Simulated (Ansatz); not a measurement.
# Ti (P6_3/mmc) in Ansatz: notebook

Runs on Ti. Level: PBEsol. Tasks: relaxation of cell and atoms.

All numbers are computed with Ansatz 0.2.0; they aren't measurements. Logs are shortened: lines on timing, memory, paths and dates and some standing lists are left out, and cuts for length are marked.

**1. The structure**

Symmetry: P6_3/mmc, No. 194, hexagonal system. The conventional cell has a = 2.950 Å, b = 2.950 Å, c = 4.680 Å, α = 90.00°, β = 90.00°, γ = 120.00°. Ti (site symmetry -6m2) has 12 Ti at 2.89 to 2.95 Å as nearest neighbours.

**2. Relaxation of cell and atoms, PBEsol**

The input, input.yaml:

```yaml
crystal:
  lattice:
    - [2.95, 0.0, 0.0]
    - [-1.475, 2.5547749412, 0.0]
    - [0.0, 0.0, 4.68]
  atoms:
    - { symbol: Ti, position: [0.6666666667, 0.3333333333, 0.75] }
    - { symbol: Ti, position: [0.3333333333, 0.6666666667, 0.25] }
hamiltonian:
  xc: pbesol
  pseudopotentials: { kind: paw }
kpoints:
  mp_grid: { grid: [10, 10, 6] }
scf:
  occupations: { method: fermi_dirac, width: 0.05 }
output:
  forces: true
  stress: true
  eigenvalues: true
relax:
  f_tol: 0.01
  max_steps: 40
  cell: { stress_tol: 0.05 }
```

Potentials or basis: Ansatz PAW.

Started as:

```bash
$ ansatz run input.yaml --threads 2 --pin off --max-ram 5632MiB --backend cpu --events-out ev --progress --plain --runs-dir out
```

Standard output:

```text
Warning: RAYON_NUM_THREADS=2 ignored (pool sized by the plan → 2); use --threads N
Engine: ansatz 0.2.0, aarch64-unknown-linux-gnu
Pseudopotentials: kind: paw
Pseudopotential: Ti, paw, valence charge 12, recommended cutoff 420 eV (normal), Ti.paw.azcp
Functional definition: PBEsol
  exchange = pbesol_x
  correlation = pbesol_c
Crystal: 2 atoms, lattice volume = 35.271 Å³
Basis set: ecut = 420 eV, 687 PW (Γ), exchange–correlation on 40×40×64 points (8 copies of the dense FFT grid, shifted against one another)
Bands: 16, of which v1, the nominal top of the filled ones, is band 12 counted from 1 (11 counted from 0)
Symmetry: 24 space group operations
Space group: P63/mmc (ITA 194), of the structure as read, at distance tolerance 3.3e-5 Å
k-points: 56 of 600
Non-local potential: Ti, projectors of the file, l = 0: 3, l = 1: 2, l = 2: 3, l = 3: 1
PAW form: soft (Blöchl's): semilocal exchange-correlation on the pseudo side does not see the compensation charge
PAW frozen core: Ti, regenerated for the run's functional, and the local potential with it (the file was generated under x = pbe(κ = 0.804, μ = 0.2195149727645171), c = pbe(β = 0.06672455060314922))
PAW one-centre angular grid: Ti, 590 points (default); XC on 64 Gauss nodes
Initial density: superposition of atomic densities (neutral atoms: chi_scale 0, normalization atom), corrected by the library's trained network
Initial wavefunctions: pseudopotential atomic-orbital guess
Functional: x = pbesol(κ = 0.804, μ = 0.12345679012345678), c = pbesol(β = 0.046)
SCF iter   1: F=—  HF=-4947.771867 eV  |F-HF|=—  |Δ(HF+E_count)|=         —  Δρ=8.30e-3  dr2=1.87e-2  ethr=1.77e-3  ⟨swp⟩=4.1  Hψ=3664  notcnv=0
preconditioner: auto → none  [metal: Δε(μ)=0.011 eV  Ē_g=2.822 eV  σ=0.050 eV  W_gap=0.06  n_scr=8 (ndim 8)  ℏωp=17.7 eV  f_vac=0.000  D(μ)=2.35/eV (n_scr^D=22)  sad-step TF]
SCF iter   2: F=—  HF=-4947.766575 eV  |F-HF|=—  |Δ(HF+E_count)|=   5.29e-3  Δρ=3.65e-3  dr2=3.77e-3  ethr=7.78e-5  ⟨swp⟩=2.2  Hψ=1608  notcnv=0
SCF iter   3: F=—  HF=-4947.765558 eV  |F-HF|=—  |Δ(HF+E_count)|=   1.02e-3  Δρ=3.25e-4  dr2=1.17e-5  ethr=1.57e-5  ⟨swp⟩=2.9  Hψ=1719  notcnv=0
SCF iter   4: F=—  HF=-4947.765553 eV  |F-HF|=—  |Δ(HF+E_count)|=   5.02e-6  Δρ=3.90e-5  dr2=1.56e-7  ethr=4.86e-8  ⟨swp⟩=2.0  Hψ=1500  notcnv=0
iter 5 did not close the SCF: its close was put off for the readings that it lacked (scf_convergence_deferred on its scf_iter line)
SCF iter   5: F=-4947.765553 eV  HF=-4947.765553 eV  |F-HF|=1.89e-8  |Δ(HF+E_count)|=   2.54e-7  Δρ=9.05e-6  dr2=2.28e-8  ethr=6.52e-10  ⟨swp⟩=2.3  Hψ=1554  notcnv=0
SCF iter   6: F=-4947.765553 eV  HF=-4947.765553 eV  |F-HF|=1.11e-10  |Δ(HF+E_count)|=   8.04e-9  Δρ=1.08e-6  dr2=2.00e-10  ethr=9.51e-11  ⟨swp⟩=1.0  Hψ=2787  notcnv=0
SCF 1 converged in 6 iterations: F = -4947.765553 eV  dr2 = 2.00e-10
relax step   1: F+E_penalty+E_count = -4947.76555335 eV  Δ(F+E_penalty+E_count) = +0.000e0 eV  max|allowed force component| = 5.551e-17 eV/Å  Δτ_max = 0.0000 Å  P = -5.705 GPa  Ω = 35.271 Å³  (6 SCF iters, dr2 threshold 1.00e-7 eV, accepted)
Crystal: 2 atoms, lattice volume = 31.301 Å³
Basis set: ecut = 420 eV, 615 PW (Γ), exchange–correlation on 40×40×64 points (8 copies of the dense FFT grid, shifted against one another)
Initial density: handed on by an earlier stage of this run
Initial wavefunctions: those handed on with the density
iter 1 solved again at ethr=2.18e-5 eV; its pass at ethr=3.10e-3 eV (dr2=5.23e-3 eV) is discarded
SCF iter   1: F=—  HF=-4947.742545 eV  |F-HF|=—  |Δ(HF+E_count)|=         —  Δρ=4.28e-3  dr2=5.40e-3  ethr=2.18e-5  ⟨swp⟩=1.0  Hψ=5982  notcnv=0
preconditioner: auto → none  [metal: Δε(μ)=0.085 eV  Ē_g=3.118 eV  σ=0.050 eV  W_gap=0.35  n_scr=8 (ndim 8)  ℏωp=18.8 eV  f_vac=0.000  D(μ)=2.24/eV (n_scr^D=22)]
SCF iter   2: F=—  HF=-4947.742450 eV  |F-HF|=—  |Δ(HF+E_count)|=   9.50e-5  Δρ=1.44e-3  dr2=2.79e-4  ethr=2.18e-5  ⟨swp⟩=2.1  Hψ=1364  notcnv=0
SCF iter   3: F=—  HF=-4947.742963 eV  |F-HF|=—  |Δ(HF+E_count)|=   5.14e-4  Δρ=3.88e-4  dr2=1.73e-5  ethr=1.16e-6  ⟨swp⟩=2.1  Hψ=1191  notcnv=0
SCF iter   4: F=—  HF=-4947.743001 eV  |F-HF|=—  |Δ(HF+E_count)|=   3.75e-5  Δρ=4.42e-5  dr2=5.23e-7  ethr=7.21e-8  ⟨swp⟩=2.9  Hψ=1554  notcnv=0
iter 5 did not close the SCF: its close was put off for the readings that it lacked (scf_convergence_deferred on its scf_iter line)
SCF iter   5: F=-4947.743001 eV  HF=-4947.743001 eV  |F-HF|=8.70e-9  |Δ(HF+E_count)|=   5.33e-8  Δρ=7.71e-6  dr2=1.14e-8  ethr=2.18e-9  ⟨swp⟩=1.9  Hψ=1095  notcnv=0
SCF iter   6: F=-4947.743001 eV  HF=-4947.743001 eV  |F-HF|=1.64e-11  |Δ(HF+E_count)|=   4.98e-9  Δρ=5.33e-7  dr2=2.04e-11  ethr=4.77e-11  ⟨swp⟩=1.2  Hψ=2713  notcnv=0
SCF 2 converged in 6 iterations: F = -4947.743001 eV  dr2 = 2.04e-11
[... 63 lines left out ...]
iter 5 did not close the SCF: its close was put off for the readings that it lacked (scf_convergence_deferred on its scf_iter line)
SCF iter   5: F=-4947.799448 eV  HF=-4947.799448 eV  |F-HF|=0.00e0  |Δ(HF+E_count)|=  1.00e-11  Δρ=3.22e-8  dr2=1.96e-13  ethr=1.00e-12  ⟨swp⟩=1.0  Hψ=896  notcnv=0
iter 6 did not close the SCF: its close was put off for the readings that it lacked (scf_convergence_deferred on its scf_iter line)
SCF iter   6: F=-4947.799448 eV  HF=-4947.799448 eV  |F-HF|=9.09e-13  |Δ(HF+E_count)|=    0.00e0  Δρ=5.53e-9  dr2=5.24e-15  ethr=1.00e-12  ⟨swp⟩=1.0  Hψ=896  notcnv=0
SCF iter   7: F=-4947.799448 eV  HF=-4947.799448 eV  |F-HF|=0.00e0  |Δ(HF+E_count)|=  9.09e-13  Δρ=6.80e-10  dr2=4.55e-17  ethr=1.00e-12  ⟨swp⟩=1.0  Hψ=2026  notcnv=0
SCF 7 converged in 7 iterations: F = -4947.799448 eV  dr2 = 4.55e-17
relax step   7: F+E_penalty+E_count = -4947.79944777 eV  Δ(F+E_penalty+E_count) = -4.433e-6 eV  max|allowed force component| = 6.106e-16 eV/Å  Δτ_max = 0.0000 Å  P = -0.000 GPa  Ω = 33.454 Å³  energy of the carried Pulay correction = -4.570e-7 eV  (7 SCF iters, accepted)
iter 1 solved again at ethr=3.19e-10 eV; its pass at ethr=3.10e-3 eV (dr2=7.66e-8 eV) is discarded
SCF iter   1: F=—  HF=-4947.799478 eV  |F-HF|=—  |Δ(HF+E_count)|=         —  Δρ=5.14e-7  dr2=2.94e-11  ethr=3.19e-10  ⟨swp⟩=3.0  Hψ=6467  notcnv=0
iter 2 did not close the SCF: its close was put off for the readings that it lacked (scf_convergence_deferred on its scf_iter line)
SCF iter   2: F=-4947.799448 eV  HF=-4947.799448 eV  |F-HF|=1.82e-12  |Δ(HF+E_count)|=   2.96e-5  Δρ=2.78e-7  dr2=1.16e-11  ethr=1.00e-12  ⟨swp⟩=2.0  Hψ=1604  notcnv=0
iter 3 did not close the SCF: its close was put off for the readings that it lacked (scf_convergence_deferred on its scf_iter line)
SCF iter   3: F=-4947.799448 eV  HF=-4947.799448 eV  |F-HF|=2.73e-12  |Δ(HF+E_count)|=  9.09e-13  Δρ=1.73e-7  dr2=3.63e-12  ethr=1.00e-12  ⟨swp⟩=1.0  Hψ=896  notcnv=0
iter 4 did not close the SCF: its close was put off for the readings that it lacked (scf_convergence_deferred on its scf_iter line)
SCF iter   4: F=-4947.799448 eV  HF=-4947.799448 eV  |F-HF|=9.09e-13  |Δ(HF+E_count)|=    0.00e0  Δρ=6.22e-8  dr2=4.78e-13  ethr=1.00e-12  ⟨swp⟩=1.0  Hψ=896  notcnv=0
iter 5 did not close the SCF: its close was put off for the readings that it lacked (scf_convergence_deferred on its scf_iter line)
SCF iter   5: F=-4947.799448 eV  HF=-4947.799448 eV  |F-HF|=0.00e0  |Δ(HF+E_count)|=  9.09e-13  Δρ=1.09e-8  dr2=1.24e-14  ethr=1.00e-12  ⟨swp⟩=1.0  Hψ=896  notcnv=0
SCF iter   6: F=-4947.799448 eV  HF=-4947.799448 eV  |F-HF|=9.09e-13  |Δ(HF+E_count)|=    0.00e0  Δρ=5.23e-9  dr2=3.54e-15  ethr=1.00e-12  ⟨swp⟩=2.0  Hψ=2289  notcnv=0
SCF 8 converged in 6 iterations: F = -4947.799448 eV  dr2 = 3.54e-15
relax step   8: F+E_penalty+E_count = -4947.79944812 eV  Δ(F+E_penalty+E_count) = -3.480e-7 eV  max|allowed force component| = 5.644e-16 eV/Å  Δτ_max = 0.0000 Å  P = -0.000 GPa  Ω = 33.454 Å³  stress off target by 1.67e-3 GPa  SCF on the basis re-selected at this cell (its energy is not comparable with the rows above)  (6 SCF iters)
basis re-selected at this cell: Δ(F+E_penalty+E_count) = -3.480e-7 eV, ΔP = -0.000 GPa vs the last step (what re-selecting the basis moved, of the pressure what is left beyond the Pulay correction that the steps carried, after the strain that the cell walked since its last selection, with what the two solves' SCF thresholds leave and, on support functions, any second-order correction that the steps lacked; it is no measure of the basis error at this ecutwfc). This SCF's stress stands 1.67e-3 GPa from its target on what of the cell is left free (relax.cell.stress_tol is 5.00e-2 GPa) and its largest allowed force component is 5.64e-16 eV/Å (relax.f_tol is 1.00e-2 eV/Å): within both
SCF converged after 6 iterations
Free energy (F): -4947.799448 eV
Harris-Foulkes:  -4947.799448 eV  (|F-HF|=9.09e-13)
Internal energy: -4947.780348 eV  (E = F + TS)
E sigma→0 (E₀):  -4947.789898 eV
Entropy (-TS):   -0.019100 eV (-9.550 meV/atom)
Fermi energy:    13.847566 eV
--- Per-component energies (eV) ---
  E_band       = -300.172251
  E_kinetic    = 546.122626
  E_local      = -1585.185513  (includes V_loc(G=0)·N_el)
  E_nonlocal   = 18.788471
  E_hartree    = 652.499469
  E_xc         = -193.878594
  E_vxc        = -243.645705  (∫ρ·V_xc dr)
  E_paw        = -2045.121377  (= ΣΔE_a)
  E_vpaw       = -341.251282  (= ΣTr[D̂ρ^β])
  E_aug_tail   = 0.000211  (compensation charges beyond the density's cutoff)
  E_ewald      = -2341.284411
  E_core_change = 0.278769  (= ΣΔE_core)
  E_smearing   = -0.019100  (= −TS)
  E_closure    = 0.000000  (closes the sum)
  Σ components = -4947.799448   (vs F -4947.799448, Δ=0.00e0)
--- Forces (eV/Å), atoms counted from 1 ---
  atom   1  Ti    -0.00000000     0.00000000     0.00000000
  atom   2  Ti     0.00000000    -0.00000000    -0.00000000
  max |Σ_I F_I| component: 1.11e-16 eV/Å
--- Stress (GPa, compression-positive) ---
        0.000403       0.000000       0.000000
        0.000000       0.000403       0.000000
        0.000000       0.000000      -0.001675
  P = ⅓ Tr σ = -0.0003 GPa (-0.003 kbar)
--- Band table (eV; the first three rows and the last of 56) ---
  k-point 0: bands = ["-42.6633", "-42.4965", "-19.4274", "-18.6915", "-18.6915", "-18.6041", "-18.5737", "-18.5737", "7.5831", "11.0742", "14.6483", "14.6483", "14.7737", "14.8112", "15.1881", "15.1881"]
  k-point 1: bands = ["-42.6523", "-42.5079", "-19.3745", "-18.6837", "-18.6837", "-18.6618", "-18.5817", "-18.5817", "7.8264", "10.9655", "14.3845", "14.5421", "14.5421", "14.6745", "15.0538", "15.0538"]
  k-point 2: bands = ["-42.6221", "-42.5387", "-19.2285", "-18.8172", "-18.6622", "-18.6622", "-18.6033", "-18.6033", "8.5136", "10.4553", "13.9058", "14.3279", "14.4572", "14.4572", "14.7749", "14.7749"]
  k-point 55: bands = ["-42.4865", "-42.4865", "-19.2215", "-19.2215", "-18.9786", "-18.9786", "-18.7149", "-18.7149", "12.2563", "12.2563", "13.0071", "13.0071", "13.6488", "13.6488", "15.5875", "15.5875"]
--- Relaxed structure (6 steps of the walk, 5 accepted, 2 SCFs on fresh bases) ---
  F+E_penalty+E_count = -4947.79944812 eV   max|allowed force component| = 5.644e-16 eV/Å   (the final SCF, on the basis selected at the relaxed cell)
  cell:  # Å, volume = 33.4536 Å³
    - [2.9042995416809076, -6.902650257178617e-34, -2.0211681798797518e-34]
    - [-1.4521497708404538, 2.515197183295168, -1.7463471198464033e-18]
    - [-3.2064634175494123e-34, -3.1990702543448772e-18, 4.579613086846685]
  atoms:
    - { symbol: Ti, position: [0.6666666666666666, 0.3333333333333333, 0.7500000000000001] }
    - { symbol: Ti, position: [0.3333333333333333, 0.6666666666666666, 0.25] }
```

Wall time 6.4 s (2 threads of Arm Neoverse V2, shared host); peak memory 0.33 GiB.

What came out:

- Free energy: -4947.7994 eV
- Relaxed volume: 16.73 Å³/atom
- Relaxed cell: a = 2.904 Å, b = 2.904 Å, c = 4.580 Å, α = 90.00°, β = 90.00°, γ = 120.00°
- Space group after relaxing (to 0.05 Å): P6_3/mmc (No. 194)
- Energy gained by relaxing: 16.9 meV/atom
- Ionic steps: 7
- Pressure after relaxing: 0.0 GPa
- Band gap on the k mesh: none (metal or under the smearing width)

Step by step:
```
step  energy change (eV)  largest force (eV/Å)  volume (Å³)
   1              0.0000                0.0000        35.27
   2             -0.0337                0.0000        33.59
   3             -0.0340                0.0000        33.44
   4             -0.0340                0.0000        33.45
   5             -0.0339                0.0000        33.45
   6             -0.0339                0.0000        33.45
   7             -0.0339                0.0000        33.45
```

Final structure:
```cif
data_structure
_symmetry_space_group_name_H-M 'P 1'
_symmetry_Int_Tables_number 1
_cell_length_a 2.9043
_cell_length_b 2.9043
_cell_length_c 4.5796
_cell_angle_alpha 90.000
_cell_angle_beta 90.000
_cell_angle_gamma 120.000
_cell_volume 33.45
loop_
_atom_site_label
_atom_site_type_symbol
_atom_site_fract_x
_atom_site_fract_y
_atom_site_fract_z
_atom_site_occupancy
Ti1 Ti 0.66667 0.33333 0.75000 1
Ti2 Ti 0.33333 0.66667 0.25000 1
```

Levels at points of the mesh, in eV from the Fermi level:
```csv
k point,band 9,band 10,band 11,band 12,band 13,band 14,band 15,band 16
"(0.00, 0.00, 0.00)",-6.26,-2.77,0.80,0.80,0.93,0.96,1.34,1.34
"(0.00, 0.00, -0.50)",-4.35,-4.35,0.12,0.12,0.69,0.69,0.69,0.69
"(0.00, -0.50, 0.00)",-2.39,-2.27,-1.94,-0.59,0.47,0.68,1.27,3.53
"(0.00, -0.50, -0.50)",-2.64,-2.64,-0.84,-0.84,1.44,1.44,1.80,1.80
```

Caveat: the plane-wave basis is chosen anew once the cell has moved, so the energies of steps on either side of that aren't comparable; the PAW data sets come from PBE, with cores solved anew for the run's functional, which leaves a small shift of forces and pressure.

**3. Relaxation of cell and atoms, PBEsol, target pressure 2 GPa, at which the enthalpy is minimised**

Changes to input.yaml since step 2:

```diff
@@ -22,2 +22,2 @@
   max_steps: 40
-  cell: { stress_tol: 0.05 }
+  cell: { stress_tol: 0.05, p_target: 2.0 }
```

Potentials or basis: Ansatz PAW.

Started as:

```bash
$ ansatz run input.yaml --threads 2 --pin off --max-ram 5632MiB --backend cpu --events-out ev --progress --plain --runs-dir out
```

Wall time 6.1 s (2 threads of Arm Neoverse V2, shared host); peak memory 0.32 GiB.

The run converged. Its results:

```yaml
Free_energy: -4947.7961 eV
Relaxed_volume: 16.45 Å³/atom
Relaxed_cell: a = 2.888 Å, b = 2.888 Å, c = 4.555 Å, α = 90.00°, β = 90.00°, γ = 120.00°
Space_group_after_relaxing_to_0.05_Å: P6_3/mmc (No. 194)
Energy_change_on_relaxing_the_enthalpy_is_what_falls: -15.3 meV/atom
Ionic_steps: 6
Pressure_after_relaxing: 2.0 GPa
Band_gap_on_the_k_mesh: none (metal or under the smearing width)
```

Step by step:
```
step  energy change (eV)  largest force (eV/Å)  volume (Å³)
   1              0.0000                0.0000        35.27
   2             -0.0326                0.0000        33.12
   3             -0.0304                0.0000        32.89
   4             -0.0306                0.0000        32.90
   5             -0.0307                0.0000        32.91
   6             -0.0305                0.0000        32.91
```

Final structure:
```
CELL_PARAMETERS angstrom
2.88837 0.00000 0.00000
-1.44419 2.50140 0.00000
0.00000 0.00000 4.55455
ATOMIC_POSITIONS crystal
Ti 0.66667 0.33333 0.75000
Ti 0.33333 0.66667 0.25000
```

Levels at points of the mesh, in eV from the Fermi level:
| k point | band 10 | band 11 | band 12 | band 13 | band 14 | band 15 |
| --- | --- | --- | --- | --- | --- | --- |
| (0.00, 0.00, 0.00) | -2.82 | 0.81 | 0.81 | 0.98 | 0.98 | 1.36 |
| (0.00, 0.00, -0.50) | -4.36 | 0.12 | 0.12 | 0.70 | 0.70 | 0.70 |
| (0.00, -0.50, 0.00) | -2.32 | -1.99 | -0.57 | 0.47 | 0.70 | 1.29 |
| (0.00, -0.50, -0.50) | -2.69 | -0.87 | -0.87 | 1.49 | 1.49 | 1.83 |

Caveat: the plane-wave basis is chosen anew once the cell has moved, so the energies of steps on either side of that aren't comparable; the PAW data sets come from PBE, with cores solved anew for the run's functional, which leaves a small shift of forces and pressure.

**4. Relaxation of cell and atoms, PBEsol, target pressure 5 GPa, at which the enthalpy is minimised**

Changes to input.yaml since step 3:

```diff
@@ -22,2 +22,2 @@
   max_steps: 40
-  cell: { stress_tol: 0.05, p_target: 2.0 }
+  cell: { stress_tol: 0.05, p_target: 5.0 }
```

Started as:

```bash
$ ansatz run input.yaml --threads 2 --pin off --max-ram 5632MiB --backend cpu --events-out ev --progress --plain --runs-dir out
```

It took 5.5 s on 2 threads of Arm Neoverse V2, shared host; peak memory 0.33 GiB.

Results (log left out):

- Free energy: -4947.7797 eV
- Relaxed volume: 16.08 Å³/atom
- Relaxed cell: a = 2.866 Å, b = 2.866 Å, c = 4.521 Å, α = 90.00°, β = 90.00°, γ = 120.00°
- Space group after relaxing (to 0.05 Å): P6_3/mmc (No. 194)
- Energy change on relaxing (the enthalpy is what falls): -7.1 meV/atom
- Ionic steps: 7
- Pressure after relaxing: 5.0 GPa
- Band gap on the k mesh: none (metal or under the smearing width)

Step by step:
| step | energy change (eV) | largest force (eV/Å) | volume (Å³) |
| --- | --- | --- | --- |
| 1 | 0.0000 | 0.0000 | 35.27 |
| 2 | 0.0828 | 0.0000 | 30.42 |
| 3 | -0.0198 | 0.0000 | 32.35 |
| 4 | -0.0148 | 0.0000 | 32.17 |
| 5 | -0.0142 | 0.0000 | 32.15 |
| 6 | -0.0144 | 0.0000 | 32.16 |
| 7 | -0.0142 | 0.0000 | 32.16 |

Final structure:
```
Ti
1.0
     2.86592    0.00000    0.00000
    -1.43296    2.48196    0.00000
     0.00000    0.00000    4.52062
Ti
2
Cartesian
  1.4330 0.8273 3.3905
  0.0000 1.6546 1.1302
```

Levels at points of the mesh, in eV from the Fermi level:
```csv
k point,band 9,band 10,band 11,band 12,band 13,band 14,band 15,band 16
"(0.00, 0.00, 0.00)",-6.34,-2.88,0.82,0.82,0.99,1.05,1.39,1.39
"(0.00, 0.00, -0.50)",-4.38,-4.38,0.11,0.11,0.71,0.71,0.71,0.71
"(0.00, -0.50, 0.00)",-2.44,-2.40,-2.05,-0.54,0.47,0.72,1.33,3.71
"(0.00, -0.50, -0.50)",-2.76,-2.76,-0.90,-0.90,1.56,1.56,1.88,1.88
```

Caveat: the plane-wave basis is chosen anew once the cell has moved, so the energies of steps on either side of that aren't comparable; the PAW data sets come from PBE, with cores solved anew for the run's functional, which leaves a small shift of forces and pressure.

**5. The runs side by side**

| cell | target pressure (GPa) | gap on the mesh (eV) | pressure (GPa) |
| --- | --- | --- | --- |
| relaxed | 0 | none | 0.0 |
| relaxed to 2 GPa | 2 | none | 2.0 |
| relaxed to 5 GPa | 5 | none | 5.0 |

Alike in all rows: task relaxation of cell and atoms; level PBEsol; potentials or basis Ansatz PAW; no spin polarisation; k mesh 10 × 10 × 6; cutoff (eV) 420; smearing fermi-dirac 0.05 eV.

Caveats: the plane-wave basis is chosen anew once the cell has moved, so the energies of steps on either side of that aren't comparable; the PAW data sets come from PBE, with cores solved anew for the run's functional, which leaves a small shift of forces and pressure.

Absolute energies hang on the potentials; compare differences alone.
